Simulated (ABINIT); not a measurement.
# HgTe (Coloradoite) (F-43m) in ABINIT: settings compared

The runs below take HgTe (Coloradoite) through equation of state, band structure, with LDA-Teter, revPBE+D3(BJ), PBE.

Everything below comes from runs of ABINIT 10.8.3 (patched build). Logs are shortened: lines on timing, memory, paths and dates and some standing lists are left out, and cuts for length are marked. The log counts tension as positive stress, the text compression.

**Experimental background.**

From a printed reference work, monograph, for a bulk crystal of HgTe: bulk modulus 43 GPa.

The runs below are set against these values where they give the same quantity.

**1. The structure**

The structure is cubic, space group F-43m (No. 216). The conventional cell has a = 6.429 Å, b = 6.429 Å, c = 6.429 Å, α = 90.00°, β = 90.00°, γ = 90.00°. Hg (site symmetry -43m) is surrounded by 4 Te at 2.78 Å. Te (site symmetry -43m) is surrounded by 4 Hg at 2.78 Å.

**2. Equation of state, LDA-Teter**

run.abi reads:

```
ndtset 7
getwfk -1
scalecart1 3*0.9795861087
scalecart2 3*0.9864848297
scalecart3 3*0.9932883884
scalecart4 3*1.0000000000
scalecart5 3*1.0066227096
scalecart6 3*1.0131594038
scalecart7 3*1.0196128224

pp_dirpath "./"
pseudos "Hg.LDA_PW-JTH.xml, Te.LDA_PW-JTH.xml"

acell 4.5459894962 4.5459894962 4.5459894962 Angstrom
rprim
     0.0000000000     0.7071067812     0.7071067812
     0.7071067812     0.0000000000     0.7071067812
     0.7071067812     0.7071067812     0.0000000000
ntypat 2
znucl 80 52
natom 2
typat 1 2
xred
     0.0000000000     0.0000000000     0.0000000000
     0.7500000000     0.7500000000     0.7500000000

ecut 544.227725 eV
pawecutdg 40.0

kptopt 1
ngkpt 7 7 7
nshiftk 1
shiftk 0.0 0.0 0.0

ixc 1

nband 13
occopt 3
tsmear 0.05 eV

nstep 100
tolvrs 1.0e-9

iomode 3
prtwf 1
prtden 0
prteig 0
prtebands 0
enunit 1
```

Potentials or basis: JTH PAW LDA v2.0.

The run is started by

```
> abinit run.abi > log 2>&1
```

run.abo:

```text
.Version 10.8.3 of ABINIT
 DATASET    1 : space group F-4 3 m (#216); Bravais cF (face-center cubic)
================================================================================
 Values of the parameters that define the memory need for DATASET  1.
     intxc =       0    ionmov =       0      iscf =      17    lmnmax =      18
     lnmax =       6     mgfft =      36  mpssoang =       3    mqgrid =    3001
     natom =       2  nloc_mem =       2    nspden =       1   nspinor =       1
    nsppol =       1      nsym =      24    n1xccc =       1    ntypat =       2
    occopt =       3   xclevel =       1
       mpw =        1823          nfft =       46656          nkpt =          20
 PAW method is used; the additional fine FFT grid is defined by:
   mgfftf=        48    nfftf =    110592
================================================================================
================================================================================
[... 71 lines left out ...]
 DATASET    7 : space group F-4 3 m (#216); Bravais cF (face-center cubic)
================================================================================
 Values of the parameters that define the memory need for DATASET  7.
     intxc =       0    ionmov =       0      iscf =      17    lmnmax =      18
     lnmax =       6     mgfft =      36  mpssoang =       3    mqgrid =    3001
     natom =       2  nloc_mem =       2    nspden =       1   nspinor =       1
    nsppol =       1      nsym =      24    n1xccc =       1    ntypat =       2
    occopt =       3   xclevel =       1
       mpw =        2048          nfft =       46656          nkpt =          20
 PAW method is used; the additional fine FFT grid is defined by:
   mgfftf=        50    nfftf =    125000
================================================================================
================================================================================

--------------------------------------------------------------------------------
------------- Echo of variables that govern the present computation ------------
--------------------------------------------------------------------------------
 -outvars: echo values of preprocessed input variables --------
            acell      8.5906751191E+00  8.5906751191E+00  8.5906751191E+00 Bohr
              amu      2.00590000E+02  1.27600000E+02
             ecut      2.00000000E+01 Hartree
           enunit           1
           getwfk          -1
           jdtset        1    2    3    4    5    6    7
         kptrlatt        7    0    0      0    7    0      0    0    7
          kptrlen1     5.89071421E+01
          kptrlen2     5.93219948E+01
          kptrlen3     5.97311249E+01
          kptrlen4     6.01347258E+01
          kptrlen5     6.05329807E+01
          kptrlen6     6.09260630E+01
          kptrlen7     6.13141375E+01
            natom           2
            nband          13
           ndtset           7
            ngfft          36      36      36
          ngfftdg1         48      48      48
          ngfftdg2         50      50      50
          ngfftdg3         50      50      50
          ngfftdg4         50      50      50
          ngfftdg5         50      50      50
          ngfftdg6         50      50      50
          ngfftdg7         50      50      50
             nkpt          20
            nstep         100
             nsym          24
           ntypat           2
           occopt           3
        pawecutdg      4.00000000E+01 Hartree
           prtden           0
        prtebands           0
           prteig           0
            rprim1     0.0000000000E+00  6.9267198023E-01  6.9267198023E-01
                       6.9267198023E-01  0.0000000000E+00  6.9267198023E-01
                       6.9267198023E-01  6.9267198023E-01  0.0000000000E+00
            rprim2     0.0000000000E+00  6.9755011263E-01  6.9755011263E-01
                       6.9755011263E-01  0.0000000000E+00  6.9755011263E-01
                       6.9755011263E-01  6.9755011263E-01  0.0000000000E+00
            rprim3     0.0000000000E+00  7.0236095512E-01  7.0236095512E-01
                       7.0236095512E-01  0.0000000000E+00  7.0236095512E-01
                       7.0236095512E-01  7.0236095512E-01  0.0000000000E+00
            rprim4     0.0000000000E+00  7.0710678120E-01  7.0710678120E-01
                       7.0710678120E-01  0.0000000000E+00  7.0710678120E-01
                       7.0710678120E-01  7.0710678120E-01  0.0000000000E+00
            rprim5     0.0000000000E+00  7.1178974407E-01  7.1178974407E-01
                       7.1178974407E-01  0.0000000000E+00  7.1178974407E-01
                       7.1178974407E-01  7.1178974407E-01  0.0000000000E+00
            rprim6     0.0000000000E+00  7.1641188486E-01  7.1641188486E-01
                       7.1641188486E-01  0.0000000000E+00  7.1641188486E-01
                       7.1641188486E-01  7.1641188486E-01  0.0000000000E+00
            rprim7     0.0000000000E+00  7.2097514092E-01  7.2097514092E-01
                       7.2097514092E-01  0.0000000000E+00  7.2097514092E-01
                       7.2097514092E-01  7.2097514092E-01  0.0000000000E+00
          spgroup         216
           tolvrs      1.00000000E-09
           tsmear      1.83746611E-03 Hartree
            typat      1  2
           useylm           1
           xangst1     0.0000000000E+00  0.0000000000E+00  0.0000000000E+00
                       4.7233193197E+00  4.7233193197E+00  4.7233193197E+00
           xangst2     0.0000000000E+00  0.0000000000E+00  0.0000000000E+00
                       4.7565832276E+00  4.7565832276E+00  4.7565832276E+00
           xangst3     0.0000000000E+00  0.0000000000E+00  0.0000000000E+00
                       4.7893882868E+00  4.7893882868E+00  4.7893882868E+00
           xangst4     0.0000000000E+00  0.0000000000E+00  0.0000000000E+00
                       4.8217500000E+00  4.8217500000E+00  4.8217500000E+00
           xangst5     0.0000000000E+00  0.0000000000E+00  0.0000000000E+00
                       4.8536830501E+00  4.8536830501E+00  4.8536830501E+00
           xangst6     0.0000000000E+00  0.0000000000E+00  0.0000000000E+00
                       4.8852013553E+00  4.8852013553E+00  4.8852013553E+00
           xangst7     0.0000000000E+00  0.0000000000E+00  0.0000000000E+00
                       4.9163181264E+00  4.9163181264E+00  4.9163181264E+00
            xcart1     0.0000000000E+00  0.0000000000E+00  0.0000000000E+00
                       8.9257799194E+00  8.9257799194E+00  8.9257799194E+00
            xcart2     0.0000000000E+00  0.0000000000E+00  0.0000000000E+00
                       8.9886395953E+00  8.9886395953E+00  8.9886395953E+00
            xcart3     0.0000000000E+00  0.0000000000E+00  0.0000000000E+00
                       9.0506321727E+00  9.0506321727E+00  9.0506321727E+00
            xcart4     0.0000000000E+00  0.0000000000E+00  0.0000000000E+00
                       9.1117869477E+00  9.1117869477E+00  9.1117869477E+00
            xcart5     0.0000000000E+00  0.0000000000E+00  0.0000000000E+00
                       9.1721316666E+00  9.1721316666E+00  9.1721316666E+00
            xcart6     0.0000000000E+00  0.0000000000E+00  0.0000000000E+00
                       9.2316926315E+00  9.2316926315E+00  9.2316926315E+00
            xcart7     0.0000000000E+00  0.0000000000E+00  0.0000000000E+00
                       9.2904948068E+00  9.2904948068E+00  9.2904948068E+00
             xred      0.0000000000E+00  0.0000000000E+00  0.0000000000E+00
                       7.5000000000E-01  7.5000000000E-01  7.5000000000E-01
            znucl       80.00000   52.00000

================================================================================

 chkinp: Checking input parameters for consistency, jdtset=   1.

 chkinp: Checking input parameters for consistency, jdtset=   2.
[... 40 lines left out ...]
 getcut: wavevector=  0.0000  0.0000  0.0000  ngfft=  48  48  48
         ecut(hartree)=     40.000   => boxcut(ratio)=   2.00344

--- Pseudopotential description ------------------------------------------------
- pspini: atom type   1  psp file is ./Hg.LDA_PW-JTH.xml
 Pseudopotential format is: paw10
 basis_size (lnmax)=  6 (lmn_size= 18), orbitals=   0   0   1   1   2   2
 Spheres core radius: rc_sph= 2.40020299
 Shapefunction is SIN type: shapef(r)=[sin(pi*r/rshp)/(pi*r/rshp)]**2
 Radius for shape functions =  2.25617906
 Compensation charge density is not taken into account in XC energy/potential

- pspini: atom type   2  psp file is ./Te.LDA_PW-JTH.xml
 Pseudopotential format is: paw10
 basis_size (lnmax)=  4 (lmn_size=  8), orbitals=   0   0   1   1
 Spheres core radius: rc_sph= 2.31107438
 Shapefunction is SIN type: shapef(r)=[sin(pi*r/rshp)/(pi*r/rshp)]**2
 Radius for shape functions =  2.10488624
 Compensation charge density is not taken into account in XC energy/potential

   2.71205293E+03                                ecore*ucvol(ha*bohr**3)
--------------------------------------------------------------------------------

================================================================================

--- !BeginCycle
iteration_state: {dtset: 1, }
solver: {iscf: 17, nstep: 100, nline: 4, wfoptalg: 10, }
tolerances: {tolvrs: 1.00E-09, }
...
[... 1267 lines left out ...]
-Cartesian components of stress tensor (GPa)         [Pressure= -2.0815E+00 GPa]
- sigma(1 1)=  2.08148230E+00  sigma(3 2)=  0.00000000E+00
- sigma(2 2)=  2.08148230E+00  sigma(3 1)=  0.00000000E+00
- sigma(3 3)=  2.08148230E+00  sigma(2 1)=  0.00000000E+00

== END DATASET(S) ==============================================================
================================================================================

 -outvars: echo values of variables after computation  --------
            acell      8.5906751191E+00  8.5906751191E+00  8.5906751191E+00 Bohr
           etotal1    -5.0823341980E+01
           etotal2    -5.0824387830E+01
           etotal3    -5.0825042858E+01
           etotal4    -5.0825351812E+01
           etotal5    -5.0825355579E+01
           etotal6    -5.0825087662E+01
           etotal7    -5.0824580165E+01
            fcart1     8.8380053323E-32  8.8380053323E-32 -2.6514015997E-31
                      -8.8380053323E-32 -8.8380053323E-32  2.6514015997E-31
            fcart2     5.4851244233E-32 -5.4851244233E-32 -5.4851244233E-32
                      -5.4851244233E-32  5.4851244233E-32  5.4851244233E-32
            fcart3    -0.0000000000E+00 -0.0000000000E+00 -0.0000000000E+00
                      -0.0000000000E+00 -0.0000000000E+00 -0.0000000000E+00
            fcart4    -1.7315174504E-31 -8.6575872521E-32  3.4630349008E-31
                       1.7315174504E-31  8.6575872521E-32 -3.4630349008E-31
            fcart5    -0.0000000000E+00 -0.0000000000E+00 -0.0000000000E+00
                      -0.0000000000E+00 -0.0000000000E+00 -0.0000000000E+00
[... 38 lines left out ...]
                       0.0000000000E+00  0.0000000000E+00  0.0000000000E+00
           xangst1     0.0000000000E+00  0.0000000000E+00  0.0000000000E+00
                       4.7233193197E+00  4.7233193197E+00  4.7233193197E+00
           xangst2     0.0000000000E+00  0.0000000000E+00  0.0000000000E+00
                       4.7565832276E+00  4.7565832276E+00  4.7565832276E+00
           xangst3     0.0000000000E+00  0.0000000000E+00  0.0000000000E+00
                       4.7893882868E+00  4.7893882868E+00  4.7893882868E+00
           xangst4     0.0000000000E+00  0.0000000000E+00  0.0000000000E+00
                       4.8217500000E+00  4.8217500000E+00  4.8217500000E+00
           xangst5     0.0000000000E+00  0.0000000000E+00  0.0000000000E+00
                       4.8536830501E+00  4.8536830501E+00  4.8536830501E+00
           xangst6     0.0000000000E+00  0.0000000000E+00  0.0000000000E+00
                       4.8852013553E+00  4.8852013553E+00  4.8852013553E+00
           xangst7     0.0000000000E+00  0.0000000000E+00  0.0000000000E+00
                       4.9163181264E+00  4.9163181264E+00  4.9163181264E+00
             xred      0.0000000000E+00  0.0000000000E+00  0.0000000000E+00
                       7.5000000000E-01  7.5000000000E-01  7.5000000000E-01
 Calculation completed.
```

It took 4.8 min on 1 thread of Arm Neoverse N1, shared host; peak memory 0.15 GiB.

Results:

```yaml
Equilibrium_volume: 33.55 Å³/atom
Bulk_modulus: 48 GPa
Pressure_derivative_of_the_bulk_modulus: 5.2
```

Energy against volume, from the lowest point:
```tsv
volume (Å³/atom)	energy (meV/atom)
31.223	27.40
31.887	13.17
32.551	4.25
33.215	0.05
33.880	0.00
34.544	3.65
35.208	10.55
```

Caveat: pressures at fixed basis lie under the slope of the energies. Spin-orbit coupling is left out, which matters for the levels of Hg, Te.

**3. Equation of state, revPBE+D3(BJ)**

run.abi: that of step 2 with these lines changed.

```diff
@@ -1 +1,2 @@
+# Datasets: one volume each
 ndtset 7
@@ -10,6 +11,8 @@
 
+# Pseudopotentials
 pp_dirpath "./"
-pseudos "Hg.LDA_PW-JTH.xml, Te.LDA_PW-JTH.xml"
+pseudos "Hg.GGA_PBE-JTH.xml, Te.GGA_PBE-JTH.xml"
 
-acell 4.5459894962 4.5459894962 4.5459894962 Angstrom
+# Structure
+acell 8.5906751133 8.5906751133 8.5906751133
 rprim
@@ -26,5 +29,7 @@
 
-ecut 544.227725 eV
+# Plane-wave basis
+ecut 20.0
 pawecutdg 40.0
 
+# k points
 kptopt 1
@@ -34,8 +39,12 @@
 
-ixc 1
+# Exchange and correlation
+ixc 14
+vdw_xc 7
 
+# Bands and occupations
 nband 13
 occopt 3
-tsmear 0.05 eV
+tsmear 0.00183747
 
+# SCF cycle
 nstep 100
@@ -43,2 +52,3 @@
 
+# Output
 iomode 3
```

Potentials or basis: JTH PAW PBE v2.0.

The run is started by

```
> abinit run.abi > log 2>&1
```

Run time: 5.1 min. Hardware: 1 thread of Arm Neoverse N1, shared host; peak memory 0.16 GiB.

The run converged. Its results:

```yaml
Equilibrium_volume: 34.75 Å³/atom
Bulk_modulus: 41 GPa
Pressure_derivative_of_the_bulk_modulus: 5.3
```

Energy against volume, from the lowest point:
```tsv
volume (Å³/atom)	energy (meV/atom)
31.223	57.45
31.887	36.14
32.551	20.33
33.215	9.40
33.880	2.78
34.544	0.00
35.208	0.62
```

Caveat: pressures at fixed basis lie under the slope of the energies; the PAW data sets were made with another functional, which shifts forces and pressure a little.

**4. Band structure, PBE**

run.abi reads:

```
ndtset 2

pp_dirpath "./"
pseudos "80_Hg_20_1.9_2.5_pbe_n_v1.0.psp8, 52_Te_16_2.3_2.3_pbe_n_v1.0.psp8"

acell 3*1.0 Angstrom
rprim
     0.0000000000     3.2145000000     3.2145000000
     3.2145000000     0.0000000000     3.2145000000
     3.2145000000     3.2145000000     0.0000000000
ntypat 2
znucl 80 52
natom 2
typat 1 2
xcart
     0.0000000000     0.0000000000     0.0000000000
     4.8217500000     4.8217500000     4.8217500000 Angstrom

ecut 870.764360 eV

ixc 11

occopt 3
tsmear 0.05 eV

nstep 100

iomode 3
prtwf 0
prteig 0
prtebands 0
prtden1 1
prtvha1 1
prtvclmb1 1
prtpot1 1
prtelf1 1

kptopt1 1
ngkpt1 7 7 7
nshiftk1 1
shiftk1 0.0 0.0 0.0
nband1 22
tolvrs1 1.0e-10

iscf2 -2
getden2 1
nband2 26
nbdbuf2 2
tolwfr2 1.0e-12
kptopt2 -9
ndivsm2 5
prteig2 1
kptbounds2
     0.0000000000     0.0000000000     0.0000000000
     0.5000000000     0.0000000000     0.5000000000
     0.5000000000     0.2500000000     0.7500000000
     0.3750000000     0.3750000000     0.7500000000
     0.0000000000     0.0000000000     0.0000000000
     0.5000000000     0.5000000000     0.5000000000
     0.6250000000     0.2500000000     0.6250000000
     0.5000000000     0.2500000000     0.7500000000
     0.5000000000     0.5000000000     0.5000000000
     0.3750000000     0.3750000000     0.7500000000
```

Potentials or basis: SPMS NC PBE v1.0.

The run is started by

```
> abinit run.abi > log 2>&1
```

It took 7.9 min on 1 thread of Arm Neoverse N1, shared host; peak memory 0.2 GiB.

It converged, with:

| Property | Result |
| --- | --- |
| Free energy | -7152.6455 eV |
| Pressure | 4.6 GPa |
| Band gap on the k mesh | none (metal or under the smearing width) |
| Valence electrons inside the program's atomic spheres | Hg 16.51; Te 11.96 |

Levels at the corners of the path, in eV from the Fermi level:
```tsv
point	band 14	band 15	band 16	band 17	band 18	band 19	band 20	band 21	band 22	band 23
Γ	-6.92	-6.92	-0.73	-0.04	-0.04	-0.04	4.18	4.18	4.18	6.47
X	-6.85	-6.45	-5.56	-2.38	-2.38	1.86	2.42	8.22	8.94	8.94
W	-6.96	-6.27	-5.66	-2.78	-2.66	3.12	4.59	5.27	6.14	9.58
K	-6.89	-6.36	-5.59	-3.03	-1.98	2.21	3.98	7.02	7.20	7.71
Γ	-6.92	-6.92	-0.73	-0.04	-0.04	-0.04	4.18	4.18	4.18	6.47
L	-6.90	-6.60	-5.63	-1.06	-1.06	0.67	5.01	5.01	6.82	7.90
U	-6.89	-6.36	-5.59	-3.03	-1.98	2.21	3.98	7.02	7.20	7.71
W	-6.96	-6.27	-5.66	-2.78	-2.66	3.12	4.59	5.27	6.14	9.58
L	-6.90	-6.60	-5.63	-1.06	-1.06	0.67	5.01	5.01	6.82	7.90
K	-6.89	-6.36	-5.59	-3.03	-1.98	2.21	3.98	7.02	7.20	7.71
```

Caveat: spin-orbit coupling is left out, which moves the levels of the heavy elements.

**5. Overview**

| task | level | potentials or basis | cutoff (eV) | fine-grid cutoff | V0 of scaled cells (Å³/atom) | B0 (GPa) |
| --- | --- | --- | --- | --- | --- | --- |
| equation of state | LDA-Teter | JTH PAW LDA v2.0 | 544 | 1088.46 eV | 33.55 | 48 |
| equation of state | revPBE+D3(BJ) | JTH PAW PBE v2.0 | 544 | 1088.46 eV | 34.75 | 41 |
| band structure | PBE | SPMS NC PBE v1.0 | 871 | - | - | - |

Alike in all rows: no spin polarisation; cell as given; k mesh 7 × 7 × 7; smearing fermi-dirac 0.05 eV.

Caveats: pressures at fixed basis lie under the slope of the energies (some runs); the PAW data sets were made with another functional, which shifts forces and pressure a little (some runs); spin-orbit coupling is left out, which moves the levels of the heavy elements (some runs).

Absolute energies hang on the potentials; compare differences alone.

**6. Comparison with measurements**

Step 2. Against the measured bulk modulus of HgTe, 43 GPa (a printed reference work, monograph), the calculated 48 GPa is off by +10.8 %. The fit is for a static lattice scaled at fixed shape and fixed fractional positions.

Step 3. Measured bulk modulus of HgTe: 43 GPa (a printed reference work, monograph). This calculation gives 41 GPa (-3.9 %). The fit is for a static lattice scaled at fixed shape and fixed fractional positions.
